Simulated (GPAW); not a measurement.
Runs of GPAW 26.7.0 on InP. Symmetry: F-43m, No. 216, cubic system. Conventional cell: a = 5.861 Å, b = 5.861 Å, c = 5.861 Å, α = 90.00°, β = 90.00°, γ = 90.00°. In (site symmetry -43m) has 4 P at 2.54 Å as nearest neighbours. P (site symmetry -43m) is surrounded by 4 In at 2.54 Å. 

```tsv
task	level	potentials or basis	cell	smearing	optimizer	fmax	max steps	convergence	target pressure	gap on the mesh (eV)	pressure (GPa)	relaxed volume (Å³/atom)
single point	PBE	GPAW PAW data sets (gpaw-data 1.2.1), pw	as given	gaussian 0.03 eV	-	-	-	-	-	0.71	3.0	-
single point	PBE	GPAW PAW data sets (gpaw-data 1.2.1), pw	as given	gaussian 0.013 eV	-	-	-	-	-	0.71	3.0	-
relaxation of cell and atoms	PBE+D4	GPAW PAW data sets (gpaw-data 1.2.1), pw	relaxed	fermi-dirac 0.05 eV	BFGS	0.01 eV/Å	40	density=1e-05 forces=0.0001	-	0.65	0.0	25.45
single point	PBE	GPAW PAW data sets (gpaw-data 1.2.1), pw	as given	gaussian 0.026 eV	-	-	-	-	-	0.71	3.0	-
single point	PBE	GPAW PAW data sets (gpaw-data 1.2.1), pw	as given	gaussian 0.018 eV	-	-	-	-	-	0.71	3.0	-
relaxation of cell and atoms	RPBE+D3(BJ)	the program's PAW data sets (release 1.2.1) made for this functional, pw	relaxed to -2 GPa	fermi-dirac 0.05 eV	BFGS	0.02 eV/Å	40	density=1e-05 forces=0.0001	-2 GPa	(c)	-2.0	-
single point	PBE	GPAW PAW data sets (gpaw-data 1.2.1), pw	as given	gaussian 0.014 eV	-	-	-	-	-	0.71	3.0	-
relaxation of cell and atoms	revPBE+D3(BJ)	the program's PAW data sets (release 1.2.1) made for this functional, pw	relaxed to -2 GPa	fermi-dirac 0.05 eV	FIRE	0.01 eV/Å	100	density=1e-05 forces=0.0001	-2 GPa	(b)	-2.1	-
relaxation of cell and atoms	revPBE+D4	the program's PAW data sets (release 1.2.1) made for this functional, pw	relaxed	fermi-dirac 0.05 eV	FIRE	0.01 eV/Å	60	density=1e-05 forces=0.0001	-	(a)	-0.1	25.36
single point	PBE	GPAW PAW data sets (gpaw-data 1.2.1), pw	as given	gaussian 0.021 eV	-	-	-	-	-	0.71	3.0	-
single point	PBEsol	PAW data sets generated in the run's folder for this functional, pw	as given	gaussian 0.05 eV	-	-	-	-	-	0.61	0.4	-
single point	PBE	GPAW PAW data sets (gpaw-data 1.2.1), pw	as given	gaussian 0.029 eV	-	-	-	-	-	0.71	3.0	-
```

Alike in all rows: no spin polarisation; k mesh 8 × 8 × 8; cutoff (eV) 600.

Question: Fill in the values left out.

Answer: (a) 0.77; (b) 0.62; (c) 1.14.

Caveats: spin-orbit coupling is left out, which moves the levels of the heavy elements; later steps reuse the first step's grids (some runs).

A k mesh can miss the band edges, and the runs leave out spin-orbit coupling on In.
